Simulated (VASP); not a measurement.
# Pd (P6_3/mmc) in VASP: further runs

One crystal, Pd, is run at these levels: PBE; tasks: density of states, electric field gradients.

Everything below comes from runs of VASP 6.6.1. Logs are shortened: lines on timing, memory, paths and dates and some standing lists are left out, and cuts for length are marked.

## (1) The crystal as given

The structure is hexagonal, space group P6_3/mmc (No. 194). The conventional cell has a = 2.774 Å, b = 2.774 Å, c = 4.626 Å, α = 90.00°, β = 90.00°, γ = 120.00°. Pd (site symmetry -6m2) has 12 Pd at 2.77 to 2.81 Å as nearest neighbours.

This isn't the form of Pd at room conditions, which is fcc.

## (2) Density of states, PBE

Contents of POSCAR:

```
Pd
1.0
    2.7741436858      0.0000000000      0.0000000000
   -1.3870718429      2.4024789057      0.0000000000
    0.0000000000      0.0000000000      4.6263075777
Pd
2
Direct
    0.3333333333      0.6666666667      0.2500000000
    0.6666666667      0.3333333333      0.7500000000
```

Contents of INCAR.step1:

```
  PREC = Accurate
  ENCUT = 520
  EDIFF = 1E-6
  ISMEAR = -1
  SIGMA = 0.08
  LREAL = F
  LASPH = T
  NELM = 100
  ALGO = Fast
  ISIF = 2
  LWAVE = F
  LCHARG = T
  LMAXMIX = 4
  GGA = PE
  NBANDS = 17
```

Contents of KPOINTS.step1:

```
Automatic mesh
0
Gamma
  15 15 8
```

Contents of INCAR.step2:

```
  PREC = Accurate
  ENCUT = 520
  EDIFF = 1E-6
  ISMEAR = -5
  SIGMA = 0.08
  LREAL = F
  LASPH = T
  NELM = 100
  ALGO = Fast
  ISIF = 2
  LWAVE = F
  LCHARG = F
  LMAXMIX = 4
  GGA = PE
  LORBIT = 11
  NBANDS = 17
  NEDOS = 1001
  ICHARG = 11
```

Contents of KPOINTS.step2:

```
Automatic mesh
0
Gamma
  23 23 12
```

Potentials or basis: VASP PAW PBE potentials, release 64 (Pd).

Run with:

```sh
cat potpaw_PBE.64/Pd/POTCAR > POTCAR
cp INCAR.step1 INCAR
cp KPOINTS.step1 KPOINTS
mpirun -np 1 vasp_std > vasp.out
cp INCAR.step2 INCAR
cp KPOINTS.step2 KPOINTS
mpirun -np 1 vasp_std > vasp.out
```

OUTCAR:

```text
PREC = Accurate
   ENCUT = 520
   EDIFF = 1E-6
   ISMEAR = -5
   LREAL = F
   LASPH = T
   NELM = 100
   ISIF = 2
   GGA = PE
   LORBIT = 11
   ICHARG = 11

 ion  position               nearest neighbor table
   1  0.333  0.667  0.250-   2 2.81   2 2.81   2 2.81   2 2.81   2 2.81   2 2.81
   2  0.667  0.333  0.750-   1 2.81   1 2.81   1 2.81   1 2.81   1 2.81   1 2.81

  LATTYP: Found a hexagonal cell.
 ALAT       =     2.7741436858
 C/A-ratio  =     1.6676524729

  Lattice vectors:

 A1 = (   2.7741436858,   0.0000000000,   0.0000000000)
 A2 = (  -1.3870718429,   2.4024789057,   0.0000000000)
 A3 = (   0.0000000000,   0.0000000000,   4.6263075777)

Analysis of symmetry for initial positions (statically):
=====================================================================
 Subroutine PRICEL returns:
 Original cell was already a primitive cell.

 Routine SETGRP: Setting up the symmetry group for a
 hexagonal supercell.

 Subroutine GETGRP returns: Found 24 space group operations
 (whereof 12 operations were pure point group operations)
 out of a pool of 24 trial point group operations.

The static configuration has the point symmetry D_3d.
 The point group associated with its full space group is D_6h.

Analysis of symmetry for dynamics (positions and initial velocities):
=====================================================================
 Subroutine PRICEL returns:
 Original cell was already a primitive cell.

 Routine SETGRP: Setting up the symmetry group for a
 hexagonal supercell.

 Subroutine GETGRP returns: Found 24 space group operations
 (whereof 12 operations were pure point group operations)
 out of a pool of 24 trial point group operations.

The dynamic configuration has the point symmetry D_3d.
 The point group associated with its full space group is D_6h.

 Subroutine INISYM returns: Found 24 space group operations
 (whereof 12 operations are pure point group operations),
 and found     1 'primitive' translations

----------------------------------------------------------------------------------------

                                     Primitive cell

  volume of cell :      30.8335

  direct lattice vectors                    reciprocal lattice vectors
     2.774143686  0.000000000  0.000000000     0.360471595  0.208118373  0.000000000
    -1.387071843  2.402478906  0.000000000     0.000000000  0.416236745  0.000000000
     0.000000000  0.000000000  4.626307578     0.000000000  0.000000000  0.216155105

  length of vectors
     2.774143686  2.774143686  4.626307578     0.416236745  0.416236745  0.216155105

  position of ions in fractional coordinates (direct lattice)
     0.333333333  0.666666667  0.250000000
     0.666666667  0.333333333  0.750000000

  ion indices of the primitive-cell ions
   primitive index   ion index
                 1           1
                 2           2

----------------------------------------------------------------------------------------

 KPOINTS: Automatic mesh

Automatic generation of k-mesh.
 Grid dimensions read from file:
 generate k-points for:   23   23   12

 Generating k-lattice:

  Cartesian coordinates                     Fractional coordinates (reciprocal lattice)
     0.015672678  0.009048625  0.000000000     0.043478261  0.000000000  0.000000000
     0.000000000  0.018097250  0.000000000     0.000000000  0.043478261  0.000000000
     0.000000000  0.000000000  0.018012925     0.000000000  0.000000000  0.083333333

  Length of vectors
     0.018097250  0.018097250  0.018012925

  Shift w.r.t. Gamma in fractional coordinates (k-lattice)
     0.000000000  0.000000000  0.000000000

 TETIRR: Found   6486 inequivalent tetrahedra from    38088

 Subroutine IBZKPT returns following result:
 ===========================================

 Found    392 irreducible k-points:

 Following reciprocal coordinates:
            Coordinates               Weight
  0.000000  0.000000  0.000000      1.000000
  0.043478  0.000000  0.000000      6.000000
  0.086957  0.000000  0.000000      6.000000
  0.130435  0.000000  0.000000      6.000000
  0.173913  0.000000  0.000000      6.000000
  0.217391  0.000000  0.000000      6.000000
[... 16 lines left out ...]
  0.478261  0.043478  0.000000      6.000000
  0.086957  0.086957  0.000000      6.000000
 [... further k-points ...]
   k-points           NKPTS =    392   k-points in BZ     NKDIM =    392   number of bands    NBANDS=     17
   number of dos      NEDOS =   1001   number of ions     NIONS =      2
   total plane-waves  NPLWV =  20736
   dimension x,y,z NGX =    24 NGY =   24 NGZ =   36
   dimension x,y,z NGXF=    48 NGYF=   48 NGZF=   72
   ions per type =               2
   NGX,Y,Z   is equivalent  to a cutoff of  14.38, 14.38, 12.94 a.u.
   NGXF,Y,Z  is equivalent  to a cutoff of  28.76, 28.76, 25.87 a.u.
 SYSTEM =  unknown system
   PREC   = accura    normal or accurate (medium, high low for compatibility)
   ISTART =      0    job   : 0-new  1-cont  2-samecut
   ICHARG =     11    charge: 1-file 2-atom 10-const
   ISPIN  =      1    spin polarized calculation?
   LNONCOLLINEAR =      F non collinear calculations
   LSORBIT =      F    spin-orbit coupling
   LASPH  =      T    aspherical Exc in radial PAW
   ENCUT  =  520.0 eV  38.22 Ry    6.18 a.u.   5.16  5.16  8.60*2*pi/ulx,y,z
   NELM   =    100;   NELMIN=  2; NELMDL=  0     # of ELM steps
   EDIFF  = 0.1E-05   stopping-criterion for ELM
   LREAL  =      F    real-space projection
   EDIFFG = 0.1E-04   stopping-criterion for IOM
   NSW    =      0    number of steps for IOM
   IBRION =     -1    ionic relax: 0-MD 1-quasi-New 2-CG
   NFREE  =      0    steps in history (QN), initial steepest desc. (CG)
   ISIF   =      2    stress and relaxation
   ISYM   =      2    0-nonsym 1-usesym 2-fastsym
   POTIM  = 0.5000    time-step for ionic-motion
   TEBEG  =    0.0;   TEEND  =   0.0 temperature during run
   PSTRESS=    0.0 pullay stress
   NELECT =      20.0000    total number of electrons
   NUPDOWN=      -1.0000    fix difference up-down
   EMIN   =  10.00;   EMAX   =-10.00  energy-range for DOS
   EFERMI =   0.00;   METHOD = LEGACY
   ISMEAR =    -5;   SIGMA  =   0.08  broadening in eV -4-tet -1-fermi 0-gaus
   EFERMI_NEDOS =   21; number of points for ismear=-14 and -15
   IALGO  =     68    algorithm
   IMIX   =      4    mixing-type and parameters
     AMIX     =   0.40;   BMIX     =  1.00
     AMIX_MAG =   1.60;   BMIX_MAG =  1.00
  volume/ion in A,a.u.               =      15.42       104.04
  Fermi-wavevector in a.u.,A,eV,Ry     =   1.417133  2.677992 27.324101  2.008265
  Thomas-Fermi vector in A             =   2.538395
   LORBIT       =     11    0 simple, 1 ext, 2 COOP (PROOUT), +10 PAW based schemes
   GGA     = PE    functional components
   LHFCALC =     F    Hartree Fock is set to
   AEXX    =    0.0000 exact exchange contribution
   IVDW    =     0    specifies the selected vdW correction
   LEPSILON=     F    determine dielectric tensor
   LRPA    =     F    only Hartree local field effects (RPA)
 non-spin polarized calculation
 RMM-DIIS sequential band-by-band and
 Fermi weights with tetrahedron method with Bloechl corrections
  energy-cutoff  :      520.00
  volume of cell :       30.83
 maximum number of plane-waves:       847
 NGX is ok and might be reduce to    24

 number of electron      20.0000006 magnetization

 Free energy of the ion-electron system (eV)
  ---------------------------------------------------
  ext. energy  EPLUGINS =         0.00000000
  ---------------------------------------------------
  free energy    TOTEN  =       -10.36841942 eV

  energy without entropy =      -10.36841942  energy(sigma->0) =      -10.36841942

 E-fermi :   9.0498     XC(G=0): -12.9084

 val. band max:        9.1407551024   @ k =   0.2174   0.0000   0.5000
 cond. band min:       8.9996120361   @ k =   0.1304   0.0870   0.5000
 fundamental gap:     -0.1411430662
 Fermi energy:         9.0497962725

 k-point     1 :       0.0000    0.0000    0.0000
  band No.  band energies     occupation
      1       2.2521      2.00000
      2       4.0830      2.00000
      3       6.3015      2.00000
      4       6.5064      2.00000
      5       6.5064      2.00000
      6       6.8337      2.00000
[... 9 lines left out ...]
     16      28.5376      0.00000
     17      30.9516      0.00000

 k-point     2 :       0.0435    0.0000    0.0000
  band No.  band energies     occupation
      1       2.3123      2.00000
      2       4.1263      2.00000
      3       6.2648      2.00000
      4       6.5368      2.00000
      5       6.5458      2.00000
      6       6.8133      2.00000
[... 9 lines left out ...]
     16      28.4853      0.00000
     17      30.5001      0.00000

 k-point     3 :       0.0870    0.0000    0.0000
  band No.  band energies     occupation
      1       2.4898      2.00000
      2       4.2500      2.00000
      3       6.1711      2.00000
      4       6.6096      2.00000
      5       6.6626      2.00000
      6       6.7667      2.00000
[... 9 lines left out ...]
     16      28.1375      0.00000
     17      29.5675      0.00000

 k-point     4 :       0.1304    0.0000    0.0000
  band No.  band energies     occupation
      1       2.7747      2.00000
      2       4.4327      2.00000
      3       6.0491      2.00000
      4       6.6125      2.00000
      5       6.8176      2.00000
      6       6.8522      2.00000
[... 9 lines left out ...]
     16      28.2637      0.00000
     17      28.4219      0.00000

 k-point     5 :       0.1739    0.0000    0.0000
  band No.  band energies     occupation
      1       3.1467      2.00000
      2       4.6279      2.00000
      3       5.9436      2.00000
      4       6.5261      2.00000
      5       6.5623      2.00000
      6       7.0160      2.00000
[... 9 lines left out ...]
     16      27.8133      0.00000
     17      28.4622      0.00000

 k-point     6 :       0.2174    0.0000    0.0000
  band No.  band energies     occupation
      1       3.5689      2.00000
      2       4.7560      2.00000
      3       5.9262      2.00000
      4       6.1238      2.00000
      5       6.4573      2.00000
      6       7.0404      2.00000
[... 9 lines left out ...]
     16      27.4853      0.00000
     17      28.0167      0.00000
[... 281 lines left out ...]
 k-point    21 :       0.3913    0.0435    0.0000
  band No.  band energies     occupation
      1       4.3234      2.00000
      2       4.6409      2.00000
      3       4.8161      2.00000
      4       6.5372      2.00000
      5       6.7850      2.00000
      6       6.9025      2.00000
[... 9 lines left out ...]
     16      23.3315      0.00000
     17      23.3866      0.00000

 k-point    22 :       0.4348    0.0435    0.0000
  band No.  band energies     occupation
      1       4.2609      2.00000
      2       4.6313      2.00000
      3       4.7104      2.00000
      4       6.5057      2.00000
      5       6.7238      2.00000
      6       7.0125      2.00000
[... 9 lines left out ...]
     16      22.3506      0.00000
     17      22.7359      0.00000

 k-point    23 :       0.4783    0.0435    0.0000
  band No.  band energies     occupation
      1       4.2387      2.00000
      2       4.6260      2.00000
      3       4.6751      2.00000
      4       6.4957      2.00000
      5       6.7023      2.00000
      6       7.0486      2.00000
[... 9 lines left out ...]
     16      22.1053      0.00000
     17      22.4633      0.00000

 k-point    24 :       0.0870    0.0870    0.0000
  band No.  band energies     occupation
      1       2.9415      2.00000
      2       4.5393      2.00000
      3       5.9614      2.00000
      4       6.6306      2.00000
      5       6.7820      2.00000
      6       6.8658      2.00000
[... 9 lines left out ...]
     16      28.4202      0.00000
     17      29.2568      0.00000

 [... further k-points ...]

------------------------ aborting loop because EDIFF is reached ----------------------------------------

  FORCE on cell =-STRESS in cart. coord.  units (eV):
  Direction    XX          YY          ZZ          XY          YZ          ZX
  --------------------------------------------------------------------------------------
  -------------------------------------------------------------------------------------
  Total       -0.0482224     -0.0482224     -0.1383962     -0.0000000     -0.0000000      0.0000000
  in kB       -2.5057428     -2.5057428     -7.1913716     -0.0000000     -0.0000000      0.0000000
  external PRESSURE =      -4.0676190 kB  Pullay stress =       0.0000000 kB

 VOLUME and BASIS-vectors are now :
 -----------------------------------------------------------------------------
  energy-cutoff  :      520.00
  volume of cell :       30.83
      direct lattice vectors                 reciprocal lattice vectors
     2.774143686  0.000000000  0.000000000     0.360471595  0.208118373  0.000000000
    -1.387071843  2.402478906  0.000000000     0.000000000  0.416236745  0.000000000
     0.000000000  0.000000000  4.626307578     0.000000000  0.000000000  0.216155105

 POSITION                                       TOTAL-FORCE (eV/Angst)
 -----------------------------------------------------------------------------------
     -0.00000      1.60165      1.15658         0.000000     -0.000000      0.000000
      1.38707      0.80083      3.46973        -0.000000      0.000000      0.000000
 -----------------------------------------------------------------------------------
    total drift:                               -0.000000      0.000000     -0.000000

  FREE ENERGIE OF THE ION-ELECTRON SYSTEM (eV)
  ---------------------------------------------------
  free  energy   TOTEN  =       -10.3684194170 eV

  energy  without entropy=      -10.3684194170  energy(sigma->0) =      -10.36841942

 total charge

# of ion       s       p       d       tot
------------------------------------------
    1        0.464   0.430   8.461   9.355
    2        0.464   0.430   8.461   9.355
--------------------------------------------------
tot          0.929   0.861  16.921  18.711
```

Wall time 86 s (1 thread of Intel Xeon Platinum 8488C (Sapphire Rapids), shared host); peak memory 0.28 GiB.

What came out:

- Valence electrons inside the program's atomic spheres: Pd 9.36

Levels at points of the mesh, in eV from the Fermi level:
```csv
k point,band 6,band 7,band 8,band 9,band 10,band 11,band 12,band 13,band 14,band 15
"(0.00, 0.00, 0.00)",-2.22,-2.22,-1.55,-1.55,-0.22,-0.22,0.95,6.68,17.11,18.64
"(0.00, 0.00, 0.50)",-2.58,-2.58,-2.58,-0.65,-0.65,-0.65,-0.65,13.73,13.73,17.59
```

States per cell in windows of 1 eV (zero at the Fermi level; states under -8 eV left out):
```csv
from (eV),total,Pd1_d,Pd2_d,Pd1_p,Pd2_p,Pd1_s,Pd2_s
-8.0,0.00,0.00,0.00,0.00,0.00,0.00,0.00
-7.0,0.08,0.00,0.00,0.00,0.00,0.03,0.03
-6.0,0.27,0.01,0.01,0.01,0.01,0.08,0.08
-5.0,3.32,1.19,1.19,0.07,0.07,0.22,0.22
-4.0,3.73,1.55,1.55,0.11,0.11,0.06,0.06
-3.0,4.42,1.94,1.94,0.11,0.11,0.04,0.04
-2.0,3.90,1.73,1.73,0.10,0.10,0.03,0.03
-1.0,4.28,2.03,2.03,0.04,0.04,0.02,0.02
0.0,1.28,0.56,0.56,0.04,0.04,0.03,0.03
1.0,0.52,0.13,0.13,0.07,0.07,0.04,0.04
2.0,0.54,0.11,0.11,0.09,0.09,0.03,0.03
3.0,0.49,0.08,0.08,0.10,0.10,0.03,0.03
4.0,0.48,0.08,0.08,0.10,0.10,0.03,0.03
5.0,0.41,0.06,0.06,0.09,0.09,0.03,0.03
6.0,0.32,0.05,0.05,0.07,0.07,0.02,0.02
7.0,0.25,0.04,0.04,0.04,0.04,0.03,0.03
```

Caveat: tetrahedron occupations give inexact forces and stress in metals.

[end of part 1 of 2]
